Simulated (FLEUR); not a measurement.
# Ge (Fd-3m) in FLEUR: a series of runs, part 2 of 2

FLEUR MaX-R8.1 (later development tree). Earlier steps stand in the parts before.

## 5. Equation of state, RPBE, 22.64 Å³/atom

Input file inp.xml:

```xml
<?xml version="1.0" encoding="UTF-8" standalone="no"?>
<fleurInput fleurInputVersion="0.39">
   <comment>
      Ge                                                                                                  
   </comment>
   <calculationSetup>
      <cutoffs Kmax="4.71" Gmax="14.6" GmaxXC="14.6" numbands="0"/>
      <scfLoop itmax="60" minDistance="0.00001" maxIterBroyd="15" imix="Anderson" alpha="0.05" precondParam="0.0" spinf="2.0" sdNocoIR="T"/>
      <coreElectrons ctail="T" frcor="F" kcrel="0" coretail_lmax="0"/>
      <xcFunctional name="Rpbe" relativisticCorrections="F"/>
      <magnetism jspins="1"/>
      <soc l_soc="F" theta="0.0" phi="0.0" spav="F"/>
      <expertModes spex="0" secvar="F"/>
      <geometryOptimization l_f="F" forcealpha="1.0" forcemix="BFGS" epsdisp="0.00001" epsforce="0.00001"/>
      <ldaU l_linMix="F" mixParam="0.05" spinf="1.0"/>
   </calculationSetup>
   <cell>
      <bzIntegration valenceElectrons="44.0" mode="hist" fermiSmearingEnergy="0.00183747">
         <kPointListSelection listName="default-1"/>
         <!-- k-points included here -->
         <xi:include xmlns:xi="http://www.w3.org/2001/XInclude" href="kpts.xml"> </xi:include>
      </bzIntegration>
      <!-- symmetry operations included here -->
      <xi:include xmlns:xi="http://www.w3.org/2001/XInclude" href="sym.xml"> </xi:include>
      <bulkLattice scale="1.0000000000">
         <bravaisMatrix>
            <row-1>    0.0000000000000000     5.3458651311421859     5.3458651311421859</row-1>
            <row-2>    5.3458651311421859     0.0000000000000000     5.3458651311421859</row-2>
            <row-3>    5.3458651311421859     5.3458651311421859     0.0000000000000000</row-3>
         </bravaisMatrix>
      </bulkLattice>
   </cell>
   <atomSpecies>
      <species name="Germanium (Ge)" element="Ge" atomicNumber="32">
         <mtSphere radius="2.08" gridPoints="707" logIncrement="0.017"/>
         <atomicCutoffs lmax="9" lnonsphr="7"/>
         <electronConfig flipSpins="F">
            <coreConfig>(1s1/2) (2s1/2) (2p1/2) (2p3/2)</coreConfig>
            <valenceConfig>(3s1/2) (3p1/2) (3p3/2) (4s1/2) (3d3/2) (3d5/2) (4p1/2) (4p3/2)</valenceConfig>
            <stateOccupation state="(4p1/2)" spinUp="0.333333" spinDown="0.333333"/>
            <stateOccupation state="(4p3/2)" spinUp="0.666667" spinDown="0.666667"/>
         </electronConfig>
         <energyParameters s="4" p="4" d="3" f="4"/>
         <lo type="SCLO" l="0" n="3" eDeriv="0"/>
         <lo type="SCLO" l="1" n="3" eDeriv="0"/>
         <lo type="SCLO" l="1" n="3" eDeriv="1"/>
         <lo type="HELO" l="2" n="4" eDeriv="0"/>
         <lo type="HELO" l="2" n="4" eDeriv="1"/>
         <lo type="SCLO" l="3" n="4" eDeriv="2"/>
      </species>
   </atomSpecies>
   <atomGroups>
      <atomGroup species="Germanium (Ge)">
         <relPos label="                   1">-3.000/8.000 -3.000/8.000 -3.000/8.000</relPos>
         <relPos label="                   2">3.000/8.000 3.000/8.000 3.000/8.000</relPos>
         <force calculate="T" relaxXYZ="TTT"/>
      </atomGroup>
   </atomGroups>
   <output dos="F" band="F" slice="F">
      <checks vchk="F" cdinf="F"/>
      <bandDOS minEnergy="-.5*Htr" maxEnergy="0.5*Htr" sigma="0.015" storeEVData="T"/>
      <vacuumDOS vacdos="F" integ="F" star="F" nstars="0" locx1="0.0" locy1="0.0" locx2="0.0" locy2="0.0" nstm="0" tworkf="0.0"/>
      <unfoldingBand unfoldBand="F" supercellX="1" supercellY="1" supercellZ="1"/>
      <plotting iplot="0" polar="F">
         <plot TwoD="T" vec1="  1.0  0.0  0.0" vec2="  0.0  1.0  0.0" vec3="  0.0  0.0  1.0" zero="  0.0  0.0  0.0" file="plot"/>
      </plotting>
      <chargeDensitySlicing numkpt="0" minEigenval="0.0" maxEigenval="0.0" nnne="0" pallst="F"/>
      <specialOutput eonly="F"/>
      <moessbauerParams electricFieldGradient="T" isomerShift="T" coreHyperfine="T" valenceHyperfine="T"/>
      <magneticCircularDichroism mcd="F" energyLo="-10.0" energyUp="0.0"/>
   </output>
  <!-- We include the file relax.xml here to enable relaxations (see documentation) -->
  <xi:include xmlns:xi="http://www.w3.org/2001/XInclude" href="relax.xml"> <xi:fallback/> </xi:include>
</fleurInput>
```

Started as:

```bash
$ inpgen -f crystal.txt -profile fastHighL
$ # inp.xml edited to the form shown
$ fleur_MPI
```

Wall time 66 s (1 thread of AMD EPYC 7R43 (Zen 3), shared host); peak memory 0.08 GiB.

The run converged. Its results:

```yaml
Free_energy: -114249.3641 eV
Band_gap_on_the_k_mesh: 0.34 eV, direct
Valence_electrons_inside_the_program's_atomic_spheres: Ge 19.76 (radii Ge 2.08 bohr)
```

## 6. Equation of state, RPBE, 23.54 Å³/atom (volume scaled by 1.04)

Edit inp.xml of step 5 so:

```diff
@@ -24,3 +24,3 @@
       <xi:include xmlns:xi="http://www.w3.org/2001/XInclude" href="sym.xml"> </xi:include>
-      <bulkLattice scale="1.0000000000">
+      <bulkLattice scale="1.0131594038">
          <bravaisMatrix>
```

Potentials or basis: all-electron, FLAPW.

Started as:

```bash
$ inpgen -f crystal.txt -profile fastHighL
$ # inp.xml edited to the form shown
$ fleur_MPI
```

It took 72 s on 1 thread of AMD EPYC 7R43 (Zen 3), shared host; peak memory 0.08 GiB.

The run converged. Its results:

```yaml
Free_energy: -114249.4087 eV
Band_gap_on_the_k_mesh: none (metal or under the smearing width)
Valence_electrons_inside_the_program's_atomic_spheres: Ge 19.74 (radii Ge 2.08 bohr)
```

## 7. Equation of state, RPBE, 24.00 Å³/atom (volume scaled by 1.06)

Edit inp.xml of step 6 so:

```diff
@@ -24,3 +24,3 @@
       <xi:include xmlns:xi="http://www.w3.org/2001/XInclude" href="sym.xml"> </xi:include>
-      <bulkLattice scale="1.0131594038">
+      <bulkLattice scale="1.0196128224">
          <bravaisMatrix>
```

Started as:

```bash
$ inpgen -f crystal.txt -profile fastHighL
$ # inp.xml edited to the form shown
$ fleur_MPI
```

Wall time 86 s (1 thread of AMD EPYC 7R43 (Zen 3), shared host); peak memory 0.08 GiB.

It converged, with:

```
Free energy                                           : -114249.4197 eV
Band gap on the k mesh                                : none (metal or under the smearing width)
Valence electrons inside the program's atomic spheres : Ge 19.72 (radii Ge 2.08 bohr)
```

## 8. Equation of state, RPBE

Potentials or basis: all-electron, FLAPW.

No new run: the results of the series are fitted here.

Results:

| Quantity | Value |
| --- | --- |
| Equilibrium volume | 24.60 Å³/atom (rough: see the caveat) |
| Bulk modulus | 53 GPa (rough) |

Energy against volume, from the lowest point:
| volume (Å³/atom) | energy (meV/atom) |
| --- | --- |
| 21.281 | 95.73 |
| 21.733 | 67.72 |
| 22.639 | 27.82 |
| 23.545 | 5.53 |
| 23.997 | 0.00 |

Caveat: the minimum lies outside the volumes run.

## 9. How close it comes

Step 2. Measured gap of Ge: 0.666 eV (indirect; 293 K; “Electronic and optical properties of SixGe1-x-ySny alloys lattice-matched to Ge”, 2021, arxiv:2109.02782). This calculation gives 0.35 eV (-0.32 eV). 3 values of this kind are on record (0.666 to 0.807 eV); this one was drawn at random among those near their median. Spin-orbit coupling on Ge is left out. The value is that of RPBE, without temperature or zero-point motion. Semilocal functionals fall short of measured gaps as a rule.
